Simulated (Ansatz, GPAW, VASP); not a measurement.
**MoS2: 3 runs at one level of theory**

```
Mo S
1.0
     1.58000    0.91221    6.15000
    -1.58000    0.91221    6.15000
     0.00000   -1.82443    6.15000
Mo S
1 2
Direct
  0.00000 0.00000 0.00000
  0.41700 0.41700 0.41700
  0.25000 0.25000 0.25000
```

Measurements of this composition are mostly on another form, of space group No. 194.

Alike in all runs: task single point; functional PBEsol; k mesh 10 × 10 × 10; occupations gaussian, width 0.02 eV; no spin polarisation; no spin-orbit coupling. Pressure is positive in compression and, in plane waves, holds the error of the finite cutoff, which Ansatz's Pulay term estimates and takes out.

```csv
program and potentials,plane-wave cutoff (eV),notes,pressure (GPa),largest force (eV/Å)
"Ansatz, Ansatz PAW",420,"potentials made for PBE, which Ansatz adapts in part",0.34,0.259
"GPAW, PAW data sets generated for this functional",600,-,0.21,0.257
"VASP, PBE PAW files Mo_sv, S, release 54, 520 eV",520,potentials made for PBE,0.33,0.260
```

Force on atom 3 (S), eV/Å:

| program and potentials | x | y | z |
| --- | --- | --- | --- |
| Ansatz, Ansatz PAW | 0.000 | 0.000 | -0.259 |
| GPAW, PAW data sets generated for this functional | 0.000 | 0.000 | -0.257 |
| VASP, PBE PAW files Mo_sv, S, release 54, 520 eV | 0.000 | 0.000 | -0.260 |

The pressure spans 0.21 (GPAW, PAW data sets generated for this functional) to 0.34 GPa (Ansatz, Ansatz PAW).

Differences between rows come from potentials, basis sets and numerical settings, since the functional is the same but for its coding. Runs on potential files found faulty are left out.
